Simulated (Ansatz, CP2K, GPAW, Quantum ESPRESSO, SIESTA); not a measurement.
## One calculation of Te, 6 ways

```xyz
3
Lattice="4.4540 0.0000 0.0000 -2.2270 3.8573 0.0000 0.0000 0.0000 5.9240" Properties=species:S:1:pos:R:3 pbc="T T T"
Te    1.6279    2.8197    0.0000
Te   -0.5991    1.0376    3.9493
Te    1.1981    0.0000    1.9747
```

Alike in all runs: task band structure; functional LDA; k mesh 7 × 7 × 5; occupations fermi-dirac, width 0.05 eV; no spin polarisation; no spin-orbit coupling. LDA stands for any of its common fits. Pressure is positive in compression and, in plane waves, holds the error of the finite cutoff. Gaps are the smaller of the mesh's and the band path's.

| program and potentials | plane-wave cutoff (eV) | notes | band gap (eV) | pressure (GPa) | largest force (eV/Å) |
| --- | --- | --- | --- | --- | --- |
| Quantum ESPRESSO, GBRV 1.5 LDA | 612 | 6 valence electrons an atom on average | 0.13 | -1.91 | 0.159 |
| SIESTA, files PseudoDojo sr-lda-0.4.1-standard, DZP (energy shift 0.003 Ry; two zetas on semicore shells) | - | atomic basis; 16 valence electrons an atom on average | 0.05 | -0.65 | 0.533 |
| Ansatz, all-electron LAPW, scalar-relativistic | - | - | 0.13 | -1.93 | 0.053 |
| CP2K, GTH_POTENTIALS Te GTH-PADE-q6; TZVP-MOLOPT-PBE-GTH basis | - | atomic basis; 6 valence electrons an atom on average | 0.12 | -1.14 | 0.219 |
| GPAW, the program's PAW data sets (release 1.2.1) made for this functional | 600 | 6 valence electrons an atom on average | 0.10 | -2.36 | - |
| Quantum ESPRESSO, PseudoDojo 0.4.1 SR LDA standard | 1088 | 16 valence electrons an atom on average | ? | ? | ? |

Problem. Estimate from the other rows what the run with Quantum ESPRESSO, PseudoDojo 0.4.1 SR LDA standard gave.

Solution. Band gap 0.12 eV; pressure -1.85 GPa; largest force 0.100 eV/Å. The other rows, which needn't bracket it: band gap 0.05 to 0.13; pressure -2.36 to -0.65; largest force 0.053 to 0.533.
